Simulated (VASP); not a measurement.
As, 1 atom in the cell. Symmetry: Pm-3m, No. 221, cubic system. Conventional cell: a = 2.704 Å, b = 2.704 Å, c = 2.704 Å, α = 90.00°, β = 90.00°, γ = 90.00°. As (site symmetry m-3m) is surrounded by 6 As at 2.70 Å. This isn't the form of As at room conditions, which is rhombohedral.

- Program: VASP 6.6.1
- Task: atomic charges
- Functional: LDA
- Potentials or basis: VASP PAW LDA potentials, release 64 (As)
- Cutoff: 520 eV
- k mesh: 7 × 7 × 7
- Occupations: fermi-dirac, width 0.05 eV
- Spin: non-collinear spin, random start
- Starting moments: [[0.077, 0.104, 0.011]] μB
- Further INCAR settings: ALGO = Normal; EDIFF = 1e-06

Potentials or basis: VASP PAW LDA potentials, release 64 (As).

Run with:

```console
$ cat potpaw_LDA.64/As/POTCAR > POTCAR
$ mpirun -np 1 vasp_ncl > vasp.out
```

Hardware: 1 thread of Intel(R) Xeon(R) 6975P-C (Granite Rapids), with other jobs on the host.

Problem. Estimate the wall time of this run.

Solution. Run time: 21 s on 1 thread of Intel(R) Xeon(R) 6975P-C (Granite Rapids) (shared host), peak memory 0.18 GiB. Counts: scf iterations 11, k points 172.
